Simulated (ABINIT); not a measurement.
# AlAs (F-43m): G0W0 in ABINIT against the exchange cutoff

How does the gap of AlAs (F-43m) converge in the exchange cutoff?

Program: ABINIT 10.8.3. Level of theory: PBE and many-body steps on it, plane waves. Results are calculated unless marked as measured.

## Step 1: The starting structure

The structure is cubic, space group F-43m (No. 216). Conventional cell: a = 5.661 Å, b = 5.661 Å, c = 5.661 Å, α = 90.00°, β = 90.00°, γ = 90.00°. Nearest to Al lie 4 As at 2.45 Å. Nearest to As lie 4 Al at 2.45 Å. Farther neighbours are not listed.

The cell and positions come from the Crystallography Open Database and are kept as given unless a step says otherwise.

## Step 2: Screening, 4×4×4 mesh, 82 bands, screening to 163.3 eV

This step: ABINIT 10.8.3; RPA screening on PBE, plane waves, norm-conserving pseudopotentials.

The RPA dielectric matrix is built and inverted for each q.

Input file run.abi:

```
acell 3*1.0 Angstrom
rprim 
  -0.000000000000 2.830400000000 2.830400000000
  2.830400000000 0.000000000000 2.830400000000
  2.830400000000 2.830400000000 0.000000000000
ntypat 2
znucl 13 33
natom 2
typat 1 2
xred 
  0.000000000000 0.000000000000 0.000000000000
  0.250000000000 0.250000000000 0.250000000000
pp_dirpath "pseudos"
pseudos "Al.upf, As.upf"
ecut 38
ngkpt 4 4 4
nshiftk 1
shiftk 0 0 0
kptopt 1
chksymbreak 0
istwfk *1
occopt 1
irdwfk 1
optdriver 3
nband 82
ecuteps 6
inclvkb 2
awtr 1
symchi 1
indata_prefix "in"
outdata_prefix "out"
tmpdata_prefix "tmp"
```

Started as:

```bash
OMP_NUM_THREADS=1 mpirun -n 8 abinit run.abi > log
```

The log of the run:

```text
.Version 10.8.3 of ABINIT. v10.8.2 released Aug 2026.

 Symmetries : space group F-4 3 m (#216); Bravais cF (face-center cubic)
[... echo of the input left out ...]
== DATASET  1 ==================================================================
-   mpi_nproc: 8, omp_nthreads: 1 (-1 if OMP is not activated)

--- !DatasetInfo
iteration_state: {dtset: 1, }
dimensions: {natom: 2, nkpt: 8, mband: 82, nsppol: 1, nspinor: 1, nspden: 1, mpw: 3479, }
cutoff_energies: {ecut:  38.0, pawecutdg:  -1.0, }
electrons: {nelect:   1.80000000E+01, charge:   0.00000000E+00, occopt:   1.00000000E+00, tsmear:   1.00000000E-02, }

 SCREENING: Calculation of the susceptibility and dielectric matrices

 Based on a program developped by R.W. Godby, V. Olevano, G. Onida, and L. Reining.
 Incorporated in ABINIT by V. Olevano, G.-M. Rignanese, and M. Torrent.
.Using double precision arithmetic ; gwpc =  8

[... cell and pseudopotentials left out ...]
--------------------------------------------------------------------------------

 ==== K-mesh for the wavefunctions ====
 Number of points in the irreducible wedge :     8
[... list of points left out ...]
 Together with 24 symmetry operations and time-reversal symmetry
 yields    64 points in the full Brillouin Zone.

 ==== Q-mesh for the screening function ====
 Number of points in the irreducible wedge :     8
[... list of points left out ...]
 Together with 24 symmetry operations and time-reversal symmetry
 yields    64 points in the full Brillouin Zone.

 setmesh: FFT mesh size selected  =    30x   30x   30
          total number of points  =        27000

 vcoul_init : cutoff-mode = AUXILIARY_FUNCTION
 q-points for optical limit:   1
     1)      0.000010    0.000020    0.000030

- screening: taking advantage of time-reversal symmetry
- Maximum band index for partially occupied states nbvw = 9
- Remaining bands to be divided among processors   nbcw = 73
- Number of bands treated by each node ~9

 Number of electrons calculated from density =   18.0000; Expected =   18.0000
 average of density, n =  0.058817
 r_s =    1.5952
 omega_plasma =   23.3941 [eV]

 calculating chi0 at frequencies [eV] :
  1    0.000000E+00    0.000000E+00
  2    0.000000E+00    2.339413E+01

--------------------------------------------------------------------------------
  q-point number  1        q = ( 0.000000, 0.000000, 0.000000) [r.l.u.]
--------------------------------------------------------------------------------
[... chi0 elements left out ...]
 For q-point:  0.000010 0.000020 0.000030
  dielectric constant =  14.2542
  dielectric constant without local fields =  16.0048

  Average fulfillment of the sum rule on Im[epsilon] for q-point    1 :     56.35  [%]
[... wings left out ...]
  q-point number  2        q = ( 0.250000, 0.000000, 0.000000) [r.l.u.]
--------------------------------------------------------------------------------
[... chi0 elements left out ...]
  Average fulfillment of the sum rule on Im[epsilon] for q-point    2 :     65.79  [%]

 [... 6 further q-points ...]
```

Run time: 5.2 s. Hardware: 8 MPI ranks of AMD EPYC 9R45, shared host; peak memory 1.3 GiB.

This step gave:

| Item | Value |
| --- | --- |
| ε∞ with local fields, on this mesh, along the program's q direction | 14.25 |
| the same without local fields | 16.00 |
| plasma frequency | 23.39 eV |
| plane waves in the screening matrix | 181 |

Local fields lower ε∞ by 11 %. On a Γ-centred mesh this coarse the value itself is usually too large, while a short band sum pulls it down.

## Step 3: 3.8 Ha

This step: G0W0 on PBE, plane waves, norm-conserving pseudopotentials.

run.abi, as its differences from that of step 2:

```diff
@@ -23,8 +23,17 @@
 irdwfk 1
-optdriver 3
+optdriver 4
 nband 82
+gwcalctyp 0
+ecutsigx 3.8
+symsigma 1
+nkptgw 2
+kptgw 
+  0.0000000000 0.0000000000 0.0000000000
+  0.5000000000 0.5000000000 0.0000000000
+bdgw 
+  7 13
+  8 11
 ecuteps 6
-inclvkb 2
-awtr 1
-symchi 1
+irdscr 1
+ppmodel 1
 indata_prefix "in"
```

The log of the run:

```text
.Version 10.8.3 of ABINIT. v10.8.2 released Aug 2026.

 Symmetries : space group F-4 3 m (#216); Bravais cF (face-center cubic)
[... echo of the input left out ...]
== DATASET  1 ==================================================================
-   mpi_nproc: 8, omp_nthreads: 1 (-1 if OMP is not activated)

--- !DatasetInfo
iteration_state: {dtset: 1, }
dimensions: {natom: 2, nkpt: 8, mband: 82, nsppol: 1, nspinor: 1, nspden: 1, mpw: 3479, }
cutoff_energies: {ecut:  38.0, pawecutdg:  -1.0, }
electrons: {nelect:   1.80000000E+01, charge:   0.00000000E+00, occopt:   1.00000000E+00, tsmear:   1.00000000E-02, }

 SIGMA: Calculation of the GW corrections

 Based on a program developped by R.W. Godby, V. Olevano, G. Onida, and L. Reining.
 Incorporated in ABINIT by V. Olevano, G.-M. Rignanese, and M. Torrent.
.Using double precision arithmetic ; gwpc =  8

[... cell and pseudopotentials left out ...]
--------------------------------------------------------------------------------

 ==== K-mesh for the wavefunctions ====
 Number of points in the irreducible wedge :     8
[... list of points left out ...]
 Together with 24 symmetry operations and time-reversal symmetry
 yields    64 points in the full Brillouin Zone.

 ==== Q-mesh for screening function ====
 Number of points in the irreducible wedge :     8
[... list of points left out ...]
 Together with 24 symmetry operations and time-reversal symmetry
 yields    64 points in the full Brillouin Zone.

 vcoul_init : cutoff-mode = AUXILIARY_FUNCTION
 q-points for optical limit:   1
     1)      0.000010    0.000020    0.000030
 setmesh: FFT mesh size selected  =    27x   27x   27
          total number of points  =        19683

 Number of electrons calculated from density =   18.0000; Expected =   18.0000
 average of density, n =  0.058817
 r_s =    1.5952
 omega_plasma =   23.3941 [eV]

 === KS Band Gaps ===
  >>>> For spin  1
   Minimum direct gap =   2.0450 [eV], located at k-point      :   0.0000  0.0000  0.0000
   Fundamental gap    =   1.4364 [eV], Top of valence bands at :   0.0000  0.0000  0.0000
                                       Bottom of conduction at :   0.5000  0.5000  0.0000
 SIGMA fundamental parameters:
 PLASMON POLE MODEL  1
 number of plane-waves for SigmaX                  113
 number of plane-waves for SigmaC and W            113
 number of plane-waves for wavefunctions          3479
 number of bands                                    82
 number of independent spin polarizations            1
 number of spinorial components                      1
 number of k-points in IBZ                           8
 number of q-points in IBZ                           8
 number of symmetry operations                      24
 number of k-points in BZ                           64
 number of q-points in BZ                           64
 number of frequencies for dSigma/dE                 9
 frequency step for dSigma/dE [eV]                0.25
 number of omega for Sigma on real axis              0
 max omega for Sigma on real axis  [eV]           0.00
 zcut for avoiding poles [eV]                     0.10

 EPSILON^-1 parameters (SCR file):
 dimension of the eps^-1 matrix on file            181
 dimension of the eps^-1 matrix used               113
 number of plane-waves for wavefunctions          3479
 number of bands                                    82
 number of q-points in IBZ                           8
 number of frequencies                               2
 number of real frequencies                          1
 number of imag frequencies                          1

 matrix elements of self-energy operator (all in [eV])

 Perturbative Calculation

--- !SelfEnergy_ee
iteration_state: {dtset: 1, }
kpoint     : [   0.000,    0.000,    0.000, ]
spin       : 1
KS_gap     :    2.045
QP_gap     :    3.515
Delta_QP_KS:    1.470
data: !SigmaeeData |
     Band     E0 <VxcDFT>   SigX SigC(E0)      Z dSigC/dE  Sig(E)    E-E0       E
        7   3.572 -12.480 -14.723   1.589   0.784  -0.276 -12.993  -0.513   3.059
        8   3.572 -12.480 -14.723   1.589   0.784  -0.276 -12.993  -0.513   3.059
        9   3.572 -12.480 -14.723   1.589   0.784  -0.276 -12.993  -0.513   3.059
       10   5.617 -11.505  -6.476  -3.821   0.792  -0.263 -10.549   0.957   6.574
       11   7.866  -9.416  -4.720  -4.274   0.785  -0.274  -9.085   0.331   8.197
       12   7.866  -9.416  -4.720  -4.274   0.785  -0.274  -9.085   0.331   8.197
       13   7.866  -9.416  -4.720  -4.274   0.785  -0.274  -9.085   0.331   8.197

--- !SelfEnergy_ee
iteration_state: {dtset: 1, }
kpoint     : [   0.500,    0.500,    0.000, ]
spin       : 1
KS_gap     :    3.609
QP_gap     :    4.517
Delta_QP_KS:    0.908
data: !SigmaeeData |
     Band     E0 <VxcDFT>   SigX SigC(E0)      Z dSigC/dE  Sig(E)    E-E0       E
        8   1.400 -11.214 -14.247   2.102   0.770  -0.299 -11.931  -0.716   0.683
        9   1.400 -11.214 -14.247   2.102   0.770  -0.299 -11.931  -0.716   0.683
       10   5.009  -8.299  -4.353  -3.707   0.801  -0.248  -8.107   0.192   5.200
       11   5.873  -8.962  -4.910  -3.719   0.798  -0.253  -8.696   0.266   6.139

== END DATASET(S) ==============================================================
================================================================================

 -outvars: echo values of variables after computation  --------
           etotal      0.0000000000E+00
            nband          82
             nkpt           8
          spgroup         216
 [... the other variables as echoed above ...]

 Calculation completed.
```

Wall time 2.5 s (8 MPI ranks); peak memory 0.13 GiB; 18 s of CPU time.

This step gave:

| Item | Value |
| --- | --- |
| G0W0 gap on the points computed | 2.141 eV |
| starting gap on the mesh | 1.436 eV |
| k of the valence top | 0, 0, 0 |
| k of the conduction bottom | 0.5, 0.5, 0 |
| Z at the valence top | 0.784 |
| Z at the conduction bottom | 0.801 |
| least direct G0W0 gap on the computed points | 3.515 eV |

## Step 4: 7.6 Ha

run.abi, as its differences from that of step 3:

```diff
@@ -26,3 +26,3 @@
 gwcalctyp 0
-ecutsigx 3.8
+ecutsigx 7.6
 symsigma 1
```

The log of the run:

```text
.Version 10.8.3 of ABINIT. v10.8.2 released Aug 2026.

 Symmetries : space group F-4 3 m (#216); Bravais cF (face-center cubic)
[... echo of the input left out ...]
== DATASET  1 ==================================================================
-   mpi_nproc: 8, omp_nthreads: 1 (-1 if OMP is not activated)

--- !DatasetInfo
iteration_state: {dtset: 1, }
dimensions: {natom: 2, nkpt: 8, mband: 82, nsppol: 1, nspinor: 1, nspden: 1, mpw: 3479, }
cutoff_energies: {ecut:  38.0, pawecutdg:  -1.0, }
electrons: {nelect:   1.80000000E+01, charge:   0.00000000E+00, occopt:   1.00000000E+00, tsmear:   1.00000000E-02, }

 SIGMA: Calculation of the GW corrections

 Based on a program developped by R.W. Godby, V. Olevano, G. Onida, and L. Reining.
 Incorporated in ABINIT by V. Olevano, G.-M. Rignanese, and M. Torrent.
.Using double precision arithmetic ; gwpc =  8

[... cell and pseudopotentials left out ...]
--------------------------------------------------------------------------------

 ==== K-mesh for the wavefunctions ====
 Number of points in the irreducible wedge :     8
[... list of points left out ...]
 Together with 24 symmetry operations and time-reversal symmetry
 yields    64 points in the full Brillouin Zone.

 ==== Q-mesh for screening function ====
 Number of points in the irreducible wedge :     8
[... list of points left out ...]
 Together with 24 symmetry operations and time-reversal symmetry
 yields    64 points in the full Brillouin Zone.

 vcoul_init : cutoff-mode = AUXILIARY_FUNCTION
 q-points for optical limit:   1
     1)      0.000010    0.000020    0.000030
 setmesh: FFT mesh size selected  =    32x   32x   32
          total number of points  =        32768

 Number of electrons calculated from density =   18.0000; Expected =   18.0000
[...]
number of omega for Sigma on real axis              0
 max omega for Sigma on real axis  [eV]           0.00
 zcut for avoiding poles [eV]                     0.10

 EPSILON^-1 parameters (SCR file):
 dimension of the eps^-1 matrix on file            181
 dimension of the eps^-1 matrix used               181
 number of plane-waves for wavefunctions          3479
 number of bands                                    82
 number of q-points in IBZ                           8
 number of frequencies                               2
 number of real frequencies                          1
 number of imag frequencies                          1

 matrix elements of self-energy operator (all in [eV])

 Perturbative Calculation

--- !SelfEnergy_ee
iteration_state: {dtset: 1, }
kpoint     : [   0.000,    0.000,    0.000, ]
spin       : 1
KS_gap     :    2.045
QP_gap     :    3.153
Delta_QP_KS:    1.108
data: !SigmaeeData |
     Band     E0 <VxcDFT>   SigX SigC(E0)      Z dSigC/dE  Sig(E)    E-E0       E
        7   3.572 -12.480 -15.080   1.562   0.783  -0.277 -13.293  -0.813   2.759
        8   3.572 -12.480 -15.080   1.562   0.783  -0.277 -13.293  -0.813   2.759
        9   3.572 -12.480 -15.080   1.562   0.783  -0.277 -13.293  -0.813   2.759
[...]
--- !SelfEnergy_ee
iteration_state: {dtset: 1, }
kpoint     : [   0.500,    0.500,    0.000, ]
spin       : 1
KS_gap     :    3.609
QP_gap     :    4.595
Delta_QP_KS:    0.986
data: !SigmaeeData |
     Band     E0 <VxcDFT>   SigX SigC(E0)      Z dSigC/dE  Sig(E)    E-E0       E
[...]
10   5.009  -8.299  -4.500  -3.705   0.801  -0.248  -8.223   0.075   5.084
       11   5.873  -8.962  -4.990  -3.721   0.798  -0.253  -8.761   0.201   6.074

== END DATASET(S) ==============================================================
================================================================================

 -outvars: echo values of variables after computation  --------
           etotal      0.0000000000E+00
            nband          82
             nkpt           8
          spgroup         216
 [... the other variables as echoed above ...]

 Calculation completed.
```

Wall time 3.2 s (8 MPI ranks); peak memory 1.2 GiB; 24 s of CPU time.

This step gave:

```yaml
g0w0_gap_on_the_points_computed: 2.325 eV
starting_gap_on_the_mesh: 1.436 eV
k_of_the_valence_top: 0, 0, 0
k_of_the_conduction_bottom: 0.5, 0.5, 0
z_at_the_valence_top: 0.783
z_at_the_conduction_bottom: 0.801
least_direct_g0w0_gap_on_the_computed_points: 3.153 eV
```

[end of part 1 of 2]

[Paths, hosts, dates, memory and timing lines, banners, echoed tables and standing remarks are left out of the program output.]

[Logs are printed without paths, hosts, clocks, repeated set-up lines and the standing remarks that a program may print on its own settings, such as how far it seeks lower states.]

[Runs of the session that timed out or met a known fault of the program may be left out.]

[Hosts, paths, dates, database ids (printed as entryN), source tags and the programs' standing remarks are cut or masked in the printed files.]

[G0W0 gaps are taken among the corrected bands and points alone; a level outside them can change the order at an edge.]

[Where Ansatz stands beside ABINIT at settings called matched, ABINIT's density can come from a denser mesh and the files from another edition; pairs whose starting gaps differed by over 0.03 eV were left out, so agreement reads better than it is.]
